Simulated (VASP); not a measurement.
# MgSe (Fm-3m) in VASP: a series of runs

One crystal, MgSe, is run at these levels: PBE; tasks: single point, relaxation of cell and atoms.

Everything below comes from runs of VASP 6.6.1. Logs are shortened: lines on timing, memory, paths and dates and some standing lists are left out, and cuts for length are marked.

## 1. Starting point

Symmetry: Fm-3m, No. 225, cubic system. Conventional cell: a = 5.509 Å, b = 5.509 Å, c = 5.509 Å, α = 90.00°, β = 90.00°, γ = 90.00°. Around Mg (site symmetry m-3m) lie 6 Se at 2.75 Å. Around Se (site symmetry m-3m) lie 6 Mg at 2.75 Å.

The cell was built by a generator and needn't be a form met in nature.

## 2. Single point, PBE

INCAR

```
SYSTEM = MgSe
  PREC = Accurate
  ENCUT = 520
  EDIFF = 1E-6
  ISMEAR = 0
  SIGMA = 0.02
  LREAL = .False.
  LASPH = .True.
  NELM = 100
  ALGO = Normal
  ISIF = 2
  LWAVE = .False.
  LCHARG = .False.
  GGA = PE
  NBANDS = 11
```

KPOINTS

```
Automatic mesh
0
Gamma
  10 10 10
  0 0 0
```

POSCAR

```
MgSe
1.0
   -1.9478573414      1.9478573414      2.7546043189
    1.9478573414     -1.9478573414      2.7546043189
    1.9478573414      1.9478573414     -2.7546043189
Mg Se
1 1
Direct
    0.5000000000      0.5000000000      0.0000000000
    0.0000000000      0.0000000000      0.0000000000
```

Potentials or basis: VASP PAW PBE potentials, release 64 (Mg, Se).

Command:

```bash
$ cat potpaw_PBE.64/Mg/POTCAR potpaw_PBE.64/Se/POTCAR > POTCAR
$ mpirun -np 1 vasp_std > vasp.out
```

OUTCAR:

```text
SYSTEM = MgSe
   PREC = Accurate
   ENCUT = 520
   EDIFF = 1E-6
   ISMEAR = 0
   LREAL = .False.
   LASPH = .True.
   NELM = 100
   ISIF = 2
   GGA = PE

 ion  position               nearest neighbor table
   1  0.500  0.500  0.000-   2 2.75   2 2.75   2 2.75   2 2.75   2 2.75   2 2.75
   2  0.000  0.000  0.000-   1 2.75   1 2.75   1 2.75   1 2.75   1 2.75   1 2.75

  LATTYP: Found a body centered tetragonal cell.
 ALAT       =     3.8957146828
 C/A-ratio  =     1.4141714901

  Lattice vectors:

 A1 = (  -1.9478573414,   1.9478573414,   2.7546043189)
 A2 = (   1.9478573414,  -1.9478573414,   2.7546043189)
 A3 = (   1.9478573414,   1.9478573414,  -2.7546043189)

Analysis of symmetry for initial positions (statically):
=====================================================================
 Subroutine PRICEL returns:
 Original cell was already a primitive cell.

 Routine SETGRP: Setting up the symmetry group for a
 body centered tetragonal supercell.

 Subroutine GETGRP returns: Found 16 space group operations
 (whereof 16 operations were pure point group operations)
 out of a pool of 16 trial point group operations.

The static configuration has the point symmetry D_4h.

Analysis of symmetry for dynamics (positions and initial velocities):
=====================================================================
 Subroutine PRICEL returns:
 Original cell was already a primitive cell.

 Routine SETGRP: Setting up the symmetry group for a
 body centered tetragonal supercell.

 Subroutine GETGRP returns: Found 16 space group operations
 (whereof 16 operations were pure point group operations)
 out of a pool of 16 trial point group operations.

The dynamic configuration has the point symmetry D_4h.

 Subroutine INISYM returns: Found 16 space group operations
 (whereof 16 operations are pure point group operations),
 and found     1 'primitive' translations

----------------------------------------------------------------------------------------

                                     Primitive cell

  volume of cell :      41.8055

  direct lattice vectors                    reciprocal lattice vectors
    -1.947857341  1.947857341  2.754604319     0.000000000  0.256692310  0.181514273
     1.947857341 -1.947857341  2.754604319     0.256692310  0.000000000  0.181514273
     1.947857341  1.947857341 -2.754604319     0.256692310  0.256692310  0.000000000

  length of vectors
     3.895656735  3.895656735  3.895656735     0.314385708  0.314385708  0.363017746

  position of ions in fractional coordinates (direct lattice)
     0.500000000  0.500000000  0.000000000
     0.000000000  0.000000000  0.000000000

  ion indices of the primitive-cell ions
   primitive index   ion index
                 1           1
                 2           2

----------------------------------------------------------------------------------------

 KPOINTS: Automatic mesh

Automatic generation of k-mesh.
 Grid dimensions read from file:
 generate k-points for:   10   10   10

 Generating k-lattice:

  Cartesian coordinates                     Fractional coordinates (reciprocal lattice)
     0.000000000  0.025669231  0.018151427     0.100000000 -0.000000000  0.000000000
     0.025669231  0.000000000  0.018151427    -0.000000000  0.100000000  0.000000000
     0.025669231  0.025669231  0.000000000     0.000000000  0.000000000  0.100000000

  Length of vectors
     0.031438571  0.031438571  0.036301775

  Shift w.r.t. Gamma in fractional coordinates (k-lattice)
     0.000000000  0.000000000  0.000000000

 Subroutine IBZKPT returns following result:
 ===========================================

 Found    102 irreducible k-points:

 Following reciprocal coordinates:
            Coordinates               Weight
  0.000000  0.000000  0.000000      1.000000
  0.100000  0.000000 -0.000000      8.000000
  0.200000  0.000000 -0.000000      8.000000
  0.300000  0.000000 -0.000000      8.000000
  0.400000  0.000000  0.000000      8.000000
  0.500000 -0.000000  0.000000      4.000000
[... 16 lines left out ...]
  0.300000  0.300000 -0.000000      8.000000
  0.400000  0.300000  0.000000     16.000000
 [... further k-points ...]
   k-points           NKPTS =    102   k-points in BZ     NKDIM =    102   number of bands    NBANDS=     11
   number of dos      NEDOS =    301   number of ions     NIONS =      2
   total plane-waves  NPLWV =  27000
   dimension x,y,z NGX =    30 NGY =   30 NGZ =   30
   dimension x,y,z NGXF=    60 NGYF=   60 NGZF=   60
   ions per type =               1   1
   NGX,Y,Z   is equivalent  to a cutoff of  12.80, 12.80, 12.80 a.u.
   NGXF,Y,Z  is equivalent  to a cutoff of  25.60, 25.60, 25.60 a.u.
 SYSTEM =  MgSe
   PREC   = accura    normal or accurate (medium, high low for compatibility)
   ISTART =      0    job   : 0-new  1-cont  2-samecut
   ICHARG =      2    charge: 1-file 2-atom 10-const
   ISPIN  =      1    spin polarized calculation?
   LNONCOLLINEAR =      F non collinear calculations
   LSORBIT =      F    spin-orbit coupling
   LASPH  =      T    aspherical Exc in radial PAW
   ENCUT  =  520.0 eV  38.22 Ry    6.18 a.u.   7.24  7.24  7.24*2*pi/ulx,y,z
   NELM   =    100;   NELMIN=  2; NELMDL= -5     # of ELM steps
   EDIFF  = 0.1E-05   stopping-criterion for ELM
   LREAL  =      F    real-space projection
   EDIFFG = 0.1E-04   stopping-criterion for IOM
   NSW    =      0    number of steps for IOM
   IBRION =     -1    ionic relax: 0-MD 1-quasi-New 2-CG
   NFREE  =      0    steps in history (QN), initial steepest desc. (CG)
   ISIF   =      2    stress and relaxation
   ISYM   =      2    0-nonsym 1-usesym 2-fastsym
   POTIM  = 0.5000    time-step for ionic-motion
   TEBEG  =    0.0;   TEEND  =   0.0 temperature during run
   PSTRESS=    0.0 pullay stress
   NELECT =       8.0000    total number of electrons
   NUPDOWN=      -1.0000    fix difference up-down
   EMIN   =  10.00;   EMAX   =-10.00  energy-range for DOS
   EFERMI =   0.00;   METHOD = LEGACY
   ISMEAR =     0;   SIGMA  =   0.02  broadening in eV -4-tet -1-fermi 0-gaus
   EFERMI_NEDOS =   21; number of points for ismear=-14 and -15
   IALGO  =     38    algorithm
   IMIX   =      4    mixing-type and parameters
     AMIX     =   0.40;   BMIX     =  1.00
     AMIX_MAG =   1.60;   BMIX_MAG =  1.00
  volume/ion in A,a.u.               =      20.90       141.06
  Fermi-wavevector in a.u.,A,eV,Ry     =   0.943395  1.782758 12.109110  0.889994
  Thomas-Fermi vector in A             =   2.071098
   LORBIT       =      0    0 simple, 1 ext, 2 COOP (PROOUT), +10 PAW based schemes
   GGA     = PE    functional components
   LHFCALC =     F    Hartree Fock is set to
   AEXX    =    0.0000 exact exchange contribution
   IVDW    =     0    specifies the selected vdW correction
   LEPSILON=     F    determine dielectric tensor
   LRPA    =     F    only Hartree local field effects (RPA)
 non-spin polarized calculation
 Gauss-broadening in eV      SIGMA  =   0.02
  energy-cutoff  :      520.00
  volume of cell :       41.81
 maximum number of plane-waves:      1158
 NGX is ok and might be reduce to    30
   NGX = 15   NGY = 15   NGZ = 15

 number of electron       7.9999999 magnetization

 Free energy of the ion-electron system (eV)
  ---------------------------------------------------
  ext. energy  EPLUGINS =         0.00000000
  ---------------------------------------------------
  free energy    TOTEN  =        -7.49083243 eV

  energy without entropy =       -7.49083243  energy(sigma->0) =       -7.49083243

 E-fermi :   3.0440     XC(G=0):  -9.3613

 val. band max:        2.9623140702   @ k =   0.0000   0.0000   0.0000
 cond. band min:       4.7105098214   @ k =   0.5000   0.5000   0.5000
 fundamental gap:      1.7481957512
 Fermi energy:         3.0440052882

 k-point     1 :       0.0000    0.0000    0.0000
  band No.  band energies     occupation
      1      -9.8086      2.00000
      2       2.9622      2.00000
      3       2.9623      2.00000
      4       2.9623      2.00000
      5       5.3491      0.00000
      6      10.3843      0.00000
      7      10.3843      0.00000
      8      10.3846      0.00000
      9      12.8741      0.00000
     10      12.8745      0.00000
     11      13.9016      0.00000

 k-point     2 :       0.1000    0.0000   -0.0000
  band No.  band energies     occupation
      1      -9.7276      2.00000
      2       2.1072      2.00000
      3       2.9001      2.00000
      4       2.9002      2.00000
      5       6.0746      0.00000
      6      10.1124      0.00000
      7      10.5497      0.00000
      8      10.5499      0.00000
      9      12.0274      0.00000
     10      12.0278      0.00000
     11      13.6894      0.00000

 k-point     3 :       0.2000    0.0000   -0.0000
  band No.  band energies     occupation
      1      -9.5009      2.00000
      2       0.7030      2.00000
      3       2.7492      2.00000
      4       2.7492      2.00000
      5       6.8634      0.00000
      6      10.1773      0.00000
      7      10.3369      0.00000
      8      10.3373      0.00000
      9      11.9787      0.00000
     10      11.9787      0.00000
     11      13.0821      0.00000
[... 267 lines left out ...]
 k-point    23 :       0.3000    0.3000   -0.0000
  band No.  band energies     occupation
      1      -8.6059      2.00000
      2      -0.8554      2.00000
      3       0.0453      2.00000
      4       2.0447      2.00000
      5       6.9608      0.00000
      6      10.1721      0.00000
      7      10.4448      0.00000
      8      11.2144      0.00000
      9      13.7164      0.00000
     10      13.8004      0.00000
     11      16.7892      0.00000

 k-point    24 :       0.4000    0.3000    0.0000
  band No.  band energies     occupation
      1      -8.5126      2.00000
      2      -0.8801      2.00000
      3      -0.0173      2.00000
      4       1.7537      2.00000
      5       6.3486      0.00000
      6       9.7770      0.00000
      7      11.1145      0.00000
      8      11.7429      0.00000
      9      13.4013      0.00000
     10      15.2533      0.00000
     11      17.0512      0.00000

 [... further k-points ...]

------------------------ aborting loop because EDIFF is reached ----------------------------------------

  FORCE on cell =-STRESS in cart. coord.  units (eV):
  Direction    XX          YY          ZZ          XY          YZ          ZX
  --------------------------------------------------------------------------------------
  -------------------------------------------------------------------------------------
  Total       -0.0417404     -0.0417404     -0.0411209      0.0000000     -0.0000000      0.0000000
  in kB       -1.5996830     -1.5996830     -1.5759414      0.0000000     -0.0000000      0.0000000
  external PRESSURE =      -1.5917691 kB  Pullay stress =       0.0000000 kB

 VOLUME and BASIS-vectors are now :
 -----------------------------------------------------------------------------
  energy-cutoff  :      520.00
  volume of cell :       41.81
      direct lattice vectors                 reciprocal lattice vectors
    -1.947857341  1.947857341  2.754604319     0.000000000  0.256692310  0.181514273
     1.947857341 -1.947857341  2.754604319     0.256692310  0.000000000  0.181514273
     1.947857341  1.947857341 -2.754604319     0.256692310  0.256692310  0.000000000

 POSITION                                       TOTAL-FORCE (eV/Angst)
 -----------------------------------------------------------------------------------
      0.00000      0.00000      2.75460        -0.000000      0.000000      0.000000
      0.00000      0.00000      0.00000         0.000000     -0.000000     -0.000000
 -----------------------------------------------------------------------------------
    total drift:                               -0.000000      0.000000      0.000000

  FREE ENERGIE OF THE ION-ELECTRON SYSTEM (eV)
  ---------------------------------------------------
  free  energy   TOTEN  =        -7.4908324255 eV

  energy  without entropy=       -7.4908324255  energy(sigma->0) =       -7.49083243
```

Wall time 19 s (1 thread of Intel Xeon Platinum 8559C (Emerald Rapids), shared host); peak memory 0.2 GiB.

Results:

```yaml
Free_energy: -7.4908 eV
Pressure: -0.2 GPa
Band_gap_on_the_k_mesh: 1.75 eV, indirect (least direct gap 2.39 eV)
```

A k mesh can miss the band edges. A hybrid or GW would open this gap; PBE tends to underestimate it.

## 3. Single point, PBE

INCAR

```
  ALGO = Normal
  EDIFF = 1E-7
  ENCUT = 520
  GGA = PE
  ISIF = 2
  ISMEAR = 0
  LASPH = T
  LCHARG = T
  LELF = T
  LREAL = F
  LVHAR = T
  LWAVE = F
  NBANDS = 11
  NELM = 100
  PREC = Accurate
  SIGMA = 0.02
```

KPOINTS

```
k-points
0
Gamma
  10 10 10
```

POSCAR is that of step 2.

Potentials or basis: VASP PAW PBE potentials, release 64 (Mg, Se).

Command:

```bash
$ cat potpaw_PBE.64/Mg/POTCAR potpaw_PBE.64/Se/POTCAR > POTCAR
$ mpirun -np 1 vasp_std > vasp.out
```

OUTCAR:

```text
EDIFF = 1E-7
   ENCUT = 520
   GGA = PE
   ISIF = 2
   ISMEAR = 0
   LASPH = T
   LREAL = F
   NELM = 100
   PREC = Accurate

 ion  position               nearest neighbor table
   1  0.500  0.500  0.000-   2 2.75   2 2.75   2 2.75   2 2.75   2 2.75   2 2.75
   2  0.000  0.000  0.000-   1 2.75   1 2.75   1 2.75   1 2.75   1 2.75   1 2.75

  LATTYP: Found a body centered tetragonal cell.
 ALAT       =     3.8957146828
 C/A-ratio  =     1.4141714901

  Lattice vectors:

 A1 = (  -1.9478573414,   1.9478573414,   2.7546043189)
 A2 = (   1.9478573414,  -1.9478573414,   2.7546043189)
 A3 = (   1.9478573414,   1.9478573414,  -2.7546043189)

Analysis of symmetry for initial positions (statically):
=====================================================================
 Subroutine PRICEL returns:
 Original cell was already a primitive cell.

 Routine SETGRP: Setting up the symmetry group for a
 body centered tetragonal supercell.

 Subroutine GETGRP returns: Found 16 space group operations
 (whereof 16 operations were pure point group operations)
 out of a pool of 16 trial point group operations.

The static configuration has the point symmetry D_4h.

[... 173 lines left out ...]
      3       2.9623      2.00000
      4       2.9623      2.00000
      5       5.3492      0.00000
      6      10.3843      0.00000
      7      10.3843      0.00000
      8      10.3846      0.00000
      9      12.8741      0.00000
     10      12.8746      0.00000
     11      13.9017      0.00000
[... 309 lines left out ...]
 k-point    24 :       0.4000    0.3000    0.0000
  band No.  band energies     occupation
      1      -8.5126      2.00000
      2      -0.8801      2.00000
      3      -0.0173      2.00000
      4       1.7537      2.00000
      5       6.3486      0.00000
      6       9.7770      0.00000
      7      11.1145      0.00000
      8      11.7429      0.00000
      9      13.4013      0.00000
     10      15.2533      0.00000
     11      17.0512      0.00000

 [... further k-points ...]

------------------------ aborting loop because EDIFF is reached ----------------------------------------

  FORCE on cell =-STRESS in cart. coord.  units (eV):
  Direction    XX          YY          ZZ          XY          YZ          ZX
  --------------------------------------------------------------------------------------
  -------------------------------------------------------------------------------------
  Total       -0.0417916     -0.0417916     -0.0411724      0.0000000      0.0000000      0.0000000
  in kB       -1.6016458     -1.6016458     -1.5779140      0.0000000      0.0000000      0.0000000
  external PRESSURE =      -1.5937352 kB  Pullay stress =       0.0000000 kB

 VOLUME and BASIS-vectors are now :
 -----------------------------------------------------------------------------
  energy-cutoff  :      520.00
  volume of cell :       41.81
      direct lattice vectors                 reciprocal lattice vectors
    -1.947857341  1.947857341  2.754604319     0.000000000  0.256692310  0.181514273
     1.947857341 -1.947857341  2.754604319     0.256692310  0.000000000  0.181514273
     1.947857341  1.947857341 -2.754604319     0.256692310  0.256692310  0.000000000

 POSITION                                       TOTAL-FORCE (eV/Angst)
 -----------------------------------------------------------------------------------
      0.00000      0.00000      2.75460        -0.000000      0.000000      0.000000
      0.00000      0.00000      0.00000         0.000000     -0.000000     -0.000000
 -----------------------------------------------------------------------------------
    total drift:                               -0.000000      0.000000      0.000000

  FREE ENERGIE OF THE ION-ELECTRON SYSTEM (eV)
  ---------------------------------------------------
  free  energy   TOTEN  =        -7.4908324053 eV

  energy  without entropy=       -7.4908324053  energy(sigma->0) =       -7.49083241
```

OSZICAR:

```text
N       E                     dE             d eps       ncg     rms          rms(c)
DAV:   1     0.153127369011E+02    0.15313E+02   -0.31869E+03  2244   0.590E+02
DAV:   2    -0.670565544305E+01   -0.22018E+02   -0.20684E+02  2992   0.879E+01
DAV:   3    -0.779845501032E+01   -0.10928E+01   -0.10901E+01  2802   0.178E+01
DAV:   4    -0.780335176655E+01   -0.48968E-02   -0.48965E-02  2547   0.144E+00
DAV:   5    -0.780337759059E+01   -0.25824E-04   -0.25824E-04  2749   0.111E-01    0.293E+00
DAV:   6    -0.753496651916E+01    0.26841E+00   -0.48067E-01  2484   0.256E+00    0.184E+00
DAV:   7    -0.749154569485E+01    0.43421E-01   -0.21104E-01  2588   0.183E+00    0.933E-01
DAV:   8    -0.749094076021E+01    0.60493E-03   -0.10526E-02  2475   0.540E-01    0.257E-01
DAV:   9    -0.749082555502E+01    0.11521E-03   -0.33468E-04  2536   0.950E-02    0.123E-01
DAV:  10    -0.749083563585E+01   -0.10081E-04   -0.15850E-04  2532   0.531E-02    0.251E-02
DAV:  11    -0.749083219735E+01    0.34385E-05   -0.20469E-05  2580   0.181E-02    0.629E-03
DAV:  12    -0.749083242827E+01   -0.23092E-06   -0.75836E-07  2671   0.496E-03    0.133E-03
DAV:  13    -0.749083240529E+01    0.22986E-07   -0.51284E-09  1428   0.488E-04
   1 F= -.74908324E+01 E0= -.74908324E+01  d E =-.188893E-11
```

Run time: 22 s. Hardware: 1 thread of Intel Xeon Platinum 8559C (Emerald Rapids), shared host; peak memory 0.2 GiB.

What came out:

| Property | Result |
| --- | --- |
| Free energy | -7.4908 eV |
| Pressure | -0.2 GPa |
| Band gap on the k mesh | 1.75 eV, indirect (least direct gap 2.39 eV) |

A k mesh can miss the band edges. PBE gaps usually lie below the measured ones, often by a third to a half.

[end of part 1 of 2]
